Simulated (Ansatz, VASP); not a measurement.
Given: the input of a run of Ansatz 0.2.0 on BAs.

File input.yaml:

```yaml
crystal:
  lattice:
    - [0.0, 2.3885, 2.3885]
    - [2.3885, 0.0, 2.3885]
    - [2.3885, 2.3885, 0.0]
  atoms:
    - { symbol: As, position: [0.75, 0.75, 0.75] }
    - { symbol: B, position: [0.0, 0.0, 0.0] }
hamiltonian:
  xc: { exchange: pbesol, correlation: pbesol, exx: { coeff: 0.25 } }
  pseudopotentials: { kind: paw }
kpoints:
  mp_grid: { grid: [5, 5, 5] }
scf:
  occupations: { method: fermi_dirac, width: 0.05 }
output:
  forces: true
  stress: true
  eigenvalues: true
relax:
  f_tol: 0.01
  max_steps: 40
  cell: { stress_tol: 0.05 }
```

Potentials or basis: Ansatz PAW.

Run with:

```sh
$ ansatz run input.yaml --threads 2 --pin off --max-ram 5632MiB --backend cpu --events-out ev --progress --plain --runs-dir out
```

Task: Translate it to VASP 6.6.1. Potentials there: VASP PAW PBE potentials, release 64 (As, B).

Result: As run (the cutoff follows the program's own potentials):

POSCAR

```
BAs
1.0
    0.0000000000      2.3885000000      2.3885000000
    2.3885000000      0.0000000000      2.3885000000
    2.3885000000      2.3885000000      0.0000000000
As B
1 1
Direct
    0.7500000000      0.7500000000      0.7500000000
    0.0000000000      0.0000000000      0.0000000000
```

Contents of INCAR.step1:

```
ALGO = Normal
EDIFF = 1E-5
ENCUT = 600
GGA = PE
ISMEAR = -1
LASPH = T
LCHARG = F
LREAL = F
LWAVE = T
NELM = 100
PREC = Accurate
SIGMA = 0.05
```

INCAR.step2

```
AEXX = 0.25
ALGO = Normal
EDIFF = 1E-6
EDIFFG = -0.02
ENCUT = 600
GGA = PS
HFRCUT = -1
IBRION = 2
ISIF = 3
ISMEAR = -1
ISTART = 1
LASPH = T
LCHARG = F
LHFCALC = T
LREAL = F
LWAVE = F
NELM = 100
NSW = 40
PREC = Accurate
PRECFOCK = Fast
SIGMA = 0.05
```

KPOINTS

```
k-points
0
Gamma
  5 5 5
```

Potentials or basis: VASP PAW PBE potentials, release 64 (As, B).

Run with:

```bash
$ cat potpaw_PBE.64/As/POTCAR potpaw_PBE.64/B/POTCAR > POTCAR
$ cp INCAR.step1 INCAR
$ mpirun -np 1 vasp_std > vasp.out
$ cp INCAR.step2 INCAR
$ mpirun -np 1 vasp_std > vasp.out
```

Both were run:

|  | VASP | Ansatz | Ansatz less VASP |
| --- | --- | --- | --- |
| gap on the k mesh at the Fermi level, each at its own relaxed structure (eV) | 2.46 | 2.44 | -0.022 |
| relaxed volume (Å³/atom) | 13.37 | 13.37 | -0.002 |
| relaxed cell length with the largest relative difference (Å) | 3.356 | 3.356 | -0.0001 |
| energy change over the relaxation (meV/atom) | -2 | -2 | 0.0 |

The two sets of potentials don't hold the same shells in valence.

Caveats: the k mesh is coarse (spacing up to 0.46 Å⁻¹), so the values aren't converged, least of all with exact exchange; the PAW data sets were made with another functional, which shifts forces and pressure a little (VASP); an odd mesh through Γ misses points on the zone boundary, where band edges often lie (VASP); odd divisions of the mesh miss points on the zone boundary, where band edges often lie, so the gap on the mesh can be too wide (Ansatz); the plane-wave basis is chosen anew once the cell has moved, so the energies of steps on either side of that aren't comparable (Ansatz); the PAW data sets come from PBE, with cores solved anew for the run's functional, which leaves a small shift of forces and pressure (Ansatz).
